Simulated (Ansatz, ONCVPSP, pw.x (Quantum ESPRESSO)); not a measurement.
## Ir (Z = 77): does the ONCV potential hold in the solid?

| Quantity | Value |
| --- | --- |
| Element | iridium |
| Generator | ONCVPSP 4.0.1.1 (patched build) |
| Type | optimised norm-conserving Vanderbilt (ONCV) |
| Functional | PBE |
| Relativity | scalar-relativistic |
| Frozen core | [Kr] 4d10 4f14 |
| Valence charge | 17 |
| Reference configuration | 5s2 5p6 5d7 6s2 |
| Partial waves | 5s+6s: rc 1.35 bohr, ncon 3, nbas 6, qcut 7.9 1/bohr, 2 projectors; 5p: rc 1.40 bohr, ncon 4, nbas 8, qcut 8.6 1/bohr, 1 projector; 5d: rc 1.65 bohr, ncon 4, nbas 8, qcut 6.9 1/bohr, 2 projectors, debl 4 Ha |
| Local potential | polynomial inside 1.25 bohr (lpopt 4, dvloc0 6 Ha) |
| Core correction | polynomial model core, fcfact 0.7 |

Crystal test: bcc Ir in pw.x 7.5, no spin, 15³ k-points, Fermi–Dirac smearing 0.01 Ry, cutoffs 85/340 Ry. The reference is all-electron LAPW (Ansatz 0.2.0) with the same functional, mesh and smearing; V0 and B0 come from Birch–Murnaghan fits to the pressures at five volumes. Errors are pseudo minus all-electron; Δ is the rms difference of the E(V) curves that follow from these fits, minima aligned, over ±6 % about the mean V0. Mesh and smearing are coarse, so the numbers serve the comparison and aren't converged zero-temperature values; the lattice is a test structure that the element need not adopt.

All-electron: a0 = 3.113 Å (V0 = 15.09 Å³/atom), B0 = 303.1 GPa.

Problem. How far does the potential miss the all-electron equation of state?

Solution. mean pressure error (GPa): -2.59; a0 (Å): 3.104; a0 error (%): -0.29; B0 error (%): +0.2; Δ (meV/atom): 8.8.

```json
{"V (Å³/atom)": "14.401", "P all-electron (GPa)": "15.87", "P pseudo (GPa)": "12.57"}
{"V (Å³/atom)": "14.780", "P all-electron (GPa)": "6.56", "P pseudo (GPa)": "3.77"}
{"V (Å³/atom)": "15.159", "P all-electron (GPa)": "-1.43", "P pseudo (GPa)": "-3.98"}
{"V (Å³/atom)": "15.538", "P all-electron (GPa)": "-8.29", "P pseudo (GPa)": "-10.62"}
{"V (Å³/atom)": "15.917", "P all-electron (GPa)": "-14.17", "P pseudo (GPa)": "-16.17"}
```

Problem. At the middle volume, how do free energy and pressure move when the wave cutoff is lowered (ecutrho kept at four times it)?

Solution.

| cutoff (Ry) | shift of F (meV/atom) | shift of P (GPa) |
| --- | --- | --- |
| 38 | +3164.2 | +2.00 |
| 51 | +782.1 | -47.49 |
| 68 | +42.2 | -4.24 |

The run at the middle volume (120 k-points, 6 iterations) took about 42 s on one core of a shared host (Neoverse-N1, 64 threads, 124 GiB, load 60).
